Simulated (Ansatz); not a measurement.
# PbS: a single-point run

The task is a single-point run on PbS. The structure is shown as the input types it.

The COD entry's cell or inner coordinates are ideal or old and differ from later refinements, so a difference from it is no clean test against experiment.

Program: Ansatz 0.2.0. Level of theory: density functional or hybrid calculation with the settings of its input, plane waves (as first typed). These are calculated values, not measurements.

2 further runs of the same task are left out: 2 that didn't finish. Runs told in other sessions of the task aren't counted.

**1. The system as given**

It takes space group Fm-3m (No. 225, cubic). Conventional cell: a = 5.941 Å, b = 5.941 Å, c = 5.941 Å, α = 90.00°, β = 90.00°, γ = 90.00°. Pb (site symmetry m-3m) is surrounded by 6 S at 2.97 Å. S (site symmetry m-3m) is surrounded by 6 Pb at 2.97 Å.

Structure file:

```
Pb S
1.0
     0.00000    2.97057    2.97057
     2.97057    0.00000    2.97057
     2.97057    2.97057    0.00000
Pb S
1 1
Direct
  0.00000 0.00000 0.00000
  0.50000 0.50000 0.50000
```

**2. Input and run**

input.yaml reads:

```yaml
crystal:
  lattice:
    - [0.0, 2.9705683225, 2.9705683225]
    - [2.9705683225, 0.0, 2.9705683225]
    - [2.9705683225, 2.9705683225, 0.0]
  atoms:
    - { symbol: Pb, position: [0.0, 0.0, 0.0] }
    - { symbol: S, position: [0.5, 0.5, 0.5] }
kpoints:
  mp_grid: { grid: [6, 6, 6] }
hamiltonian:
  xc: pbesol
scf:
  occupations: { method: fixed }
  n_extra_bands: 4
  max_iter: 72
output:
  forces: true
  stress: true
  eigenvalues: true
basis:
  ecutrho_ratio: 2
```

Run with:

```
$ ansatz run input.yaml --threads 4 --pin off --max-ram 3686MiB --backend cpu --events-out ev --progress --plain --runs-dir out
```

Q: Will this input give a usable result? If not, why, and what should change?

This run ends as converged, with warnings (cutoff below recommended). Its log warns: «basis.ecutrho_ratio = 2 (ecutrho = 840 eV) is below the records' recommended 1680 eV»

Look at the input: basis.ecutrho_ratio is 2. The grid or cutoff for the density and potential is too coarse for the wavefunction basis: a density holds Fourier components up to twice the waves' wavevector.

To check: delete basis.ecutrho_ratio (the default then holds).
